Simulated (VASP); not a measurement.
The system is PbF2 (Fluorocronite).

```
CELL_PARAMETERS angstrom
0.00000 2.94621 2.94621
2.94621 0.00000 2.94621
2.94621 2.94621 0.00000
ATOMIC_POSITIONS crystal
Pb 0.00000 0.00000 0.00000
F 0.25000 0.25000 0.25000
F 0.75000 0.75000 0.75000
```

Base run:

```yaml
Program: VASP 6.6.1
Functional: PBE0
Potentials_or_basis: VASP PAW PBE potentials, release 64 (Pb_d, F)
Cutoff: 520 eV
k_mesh: 6 × 6 × 6
Occupations: gaussian, width 0.03 eV
Spin: no spin polarisation
```

Its results: band gap on the k mesh 6.46 eV, indirect (least direct gap 6.57 eV); pressure 2.1 GPa.

After a change of settings the same cell gave: band gap on the k mesh 5.76 eV, indirect (least direct gap 5.87 eV); pressure 2.2 GPa. Which change was it?
A. functional from PBE0 to HSE06
B. functional from PBE0 to PBE-EpsX
C. functional from PBE0 to PBE; further incar settings from ALGO = Normal; EDIFF = 1e-06 to ALGO = Fast; EDIFF = 1e-06

A.

Caveats: the PAW data sets were made with another functional, which shifts forces and pressure a little; spin-orbit coupling is left out, which as a rule narrows the gap of such compounds by several tenths of an eV.
